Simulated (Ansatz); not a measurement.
Born–Oppenheimer molecular dynamics of a periodic cell of 21 atoms, H7C6O8 (host H4C3O4, host structure P-1, one H atom removed). It goes on from the last frame of an earlier run, with new velocities.

Method: DFT PBE-D3(BJ), scalar-relativistic, plane waves, PAW (Ansatz 0.2.0). Settings: accuracy low, cutoff 420 eV, k mesh 2x2x2, fermi-dirac smearing 0.05 eV, no spin polarisation.

```yaml
ensemble: NVT, Nosé–Hoover chain
time_step: 0.5 fs
steps_asked: 120
set_temperature: 650 K
thermostat: time constant 100 fs, chain length 3
seed: 782425
```

First frame:

```xyz
21
Lattice="5.2659 0.0000 0.0000 0.4708 5.4317 0.0000 2.0504 2.5584 7.9337" Properties=species:S:1:pos:R:3
H 6.046 2.943 4.602
H 1.522 4.787 3.394
H 3.309 1.878 2.735
H 3.398 3.315 1.487
H 4.574 5.483 5.606
H 6.436 2.754 7.862
H 1.819 5.318 -0.021
C 5.037 3.224 2.904
C 2.566 4.737 5.097
C 4.036 2.552 2.087
C 3.537 5.364 5.968
C 4.724 1.547 1.073
C 3.157 6.470 6.859
O 5.636 4.210 2.497
O 2.030 3.691 5.563
O 5.279 2.596 4.060
O 2.448 5.202 3.859
O 0.675 1.489 0.948
O 7.239 6.826 6.929
O 3.832 0.878 0.404
O 4.212 7.104 7.380
```

(1) What does the run give?

(2) What happens to the structure?

(3) How do temperature and energy run in time?

Results:

(1) The run went to its last step.

```
steps done                                               : 120
time covered                                             : 60 fs
mean temperature over the second half                    : 491 K
spread of the potential energy over the second half      : 10.4 meV per atom
mean potential energy of the second half above the start : 22.8 meV per atom
```

The conserved energy stayed within 0.22 meV per atom of its start (net change -0.12 meV per atom), so the integration is sound. The mean temperature of the second half is 24 % below the set value. A run of 0.06 ps of so small a system gives no equilibrium averages. Limits of this set-up: coarse k mesh, odd electron count without spin, low accuracy level.

(2) Mean squared displacements from the first frame to the last, about the centre of mass: H 0.22 Å², C 0.03 Å², O 0.09 Å². The details hang on the random start.

(3) 
| time (fs) | T (K) | potential energy less start (eV) | conserved less start (meV/atom) |
| --- | --- | --- | --- |
| 0.0 | 650 | 0.000 | 0.00 |
| 5.0 | 458 | 0.497 | -0.01 |
| 10.0 | 437 | 0.554 | 0.04 |
| 15.0 | 470 | 0.473 | 0.04 |
| 20.0 | 682 | -0.068 | -0.05 |
| 25.0 | 547 | 0.291 | 0.11 |
| 30.0 | 557 | 0.275 | 0.10 |
| 35.0 | 280 | 1.000 | 0.22 |
| 40.0 | 438 | 0.601 | 0.16 |
| 45.0 | 418 | 0.666 | 0.18 |
| 50.0 | 582 | 0.256 | 0.03 |
| 55.0 | 582 | 0.276 | 0.06 |
| 60.0 | 579 | 0.301 | -0.12 |

Time of the run: 9 min on 1 thread of Arm Neoverse V2 (shared host), peak memory 0.52 GiB.
